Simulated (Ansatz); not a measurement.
Set up this calculation in Ansatz 0.2.0, as the native input.

- Task: single point
- Functional: LDA
- Potentials or basis: Ansatz PAW
- Cutoff: 420 eV (not typed: the program's choice for these potentials)
- k mesh: 8 × 8 × 8
- Occupations: gaussian, width 0.05 eV
- Spin: no spin polarisation

The system is Sb.

```
CELL_PARAMETERS angstrom
2.15420 1.24373 3.75800
-2.15420 1.24373 3.75800
0.00000 -2.48746 3.75800
ATOMIC_POSITIONS crystal
Sb 0.76651 0.76651 0.76651
Sb 0.23349 0.23349 0.23349
```

One way to write it, as run:

input.yaml

```yaml
crystal:
  lattice:
    - [2.1542, 1.2437279499, 3.758]
    - [-2.1542, 1.2437279499, 3.758]
    - [0.0, -2.4874558998, 3.758]
  atoms:
    - { symbol: Sb, position: [0.76651, 0.76651, 0.76651] }
    - { symbol: Sb, position: [0.23349, 0.23349, 0.23349] }
hamiltonian:
  xc: lda
  pseudopotentials: { kind: paw }
kpoints:
  mp_grid: { grid: [8, 8, 8] }
scf:
  occupations: { method: gaussian, width: 0.05 }
output:
  forces: true
  stress: true
  eigenvalues: true
```

Potentials or basis: Ansatz PAW.

Command:

```sh
$ ansatz run input.yaml --threads 2 --pin off --max-ram 5632MiB --backend cpu --events-out ev --progress --plain --runs-dir out
```

Results of the run:

- Pressure: -1.2 GPa
- Band gap on the k mesh: none (metal or under the smearing width)

Caveat: the PAW data sets come from PBE, with cores solved anew for the run's functional, which leaves a small shift of forces and pressure.

Wall time 1.4 s on 2 threads of Intel(R) Xeon(R) Platinum 8488C (Sapphire Rapids), with other jobs on the host, peak memory 0.41 GiB.
